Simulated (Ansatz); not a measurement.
The system is InPd.

```
In Pd
1.0
     3.27188    0.00000    0.00000
     0.00000    3.27188    0.00000
     0.00000    0.00000    3.27188
In Pd
1 1
Cartesian
  0.0000 0.0000 0.0000
  1.6359 1.6359 1.6359
```

The cell comes from a database or a generator and needn't be the stable form of this composition.

```yaml
Program: Ansatz 0.2.0
Task: relaxation of cell and atoms
Functional: PBEsol
Potentials_or_basis: Ansatz PAW
Cutoff: "420 eV (not typed: the program's choice for these potentials)"
k_mesh: 8 × 8 × 8
Occupations: fermi-dirac, width 0.05 eV
Spin: no spin polarisation
```

At the start: volume 17.51 Å³/atom.

Q: How do energy, volume and symmetry change on relaxing?

A: It ends after 4 steps and the volume is 17.11 Å³/atom (-2.3 %); space group Pm-3m (No. 221, to 0.05 Å).

Step by step:
```tsv
step	energy change (eV)	largest force (eV/Å)	volume (Å³)
1	0.0000	0.0000	35.03
2	-0.0078	0.0000	34.29
3	-0.0079	0.0000	34.23
4	-0.0076	0.0000	34.23
```

Final structure:
```yaml
crystal:
  lattice:
    - [3.24676, 0.00000, 0.00000]
    - [0.00000, 3.24676, 0.00000]
    - [0.00000, 0.00000, 3.24676]
  atoms:
    - { symbol: In, position: [0.00000, 0.00000, 0.00000] }
    - { symbol: Pd, position: [0.50000, 0.50000, 0.50000] }
```

Caveat: the plane-wave basis is chosen anew once the cell has moved, so the energies of steps on either side of that aren't comparable; the PAW data sets come from PBE, with cores solved anew for the run's functional, which leaves a small shift of forces and pressure.
